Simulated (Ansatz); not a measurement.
Runs of Ansatz 0.2.0 on Te. It takes space group R-3m (No. 166, trigonal). The conventional cell has a = 4.612 Å, b = 4.612 Å, c = 5.073 Å, α = 90.00°, β = 90.00°, γ = 120.00°. Around Te (site symmetry -3m) lie 6 Te at 3.15 Å. This isn't the form of Te at room conditions, which is trigonal, of chains.

| level | cutoff (eV) | gap on the mesh (eV) | pressure (GPa) | relaxed volume (Å³/atom) |
| --- | --- | --- | --- | --- |
| r2SCAN | 500 | none | 0.0 | (a) |
| BLYP | 420 | none | 0.0 | 35.87 |
| RPBE | 420 | none | 0.0 | 33.80 |
| revPBE | 420 | none | 0.0 | 33.53 |

Alike in all rows: task relaxation of cell and atoms; potentials or basis Ansatz PAW; no spin polarisation; cell relaxed; k mesh 9 × 9 × 9; smearing fermi-dirac 0.05 eV.

Q: Fill in the values left out.

A: (a) 32.49.

Caveats: the plane-wave basis is chosen anew once the cell has moved, so the energies of steps on either side of that aren't comparable; the PAW data sets come from PBE, with cores solved anew for the run's functional, which leaves a small shift of forces and pressure; the volume moved by over 15 % at a fixed basis, so the end points are rough (some runs).

A k mesh can miss the band edges, and the runs leave out spin-orbit coupling on Te.

A gap of «none» marks a metal or a gap under the smearing width.
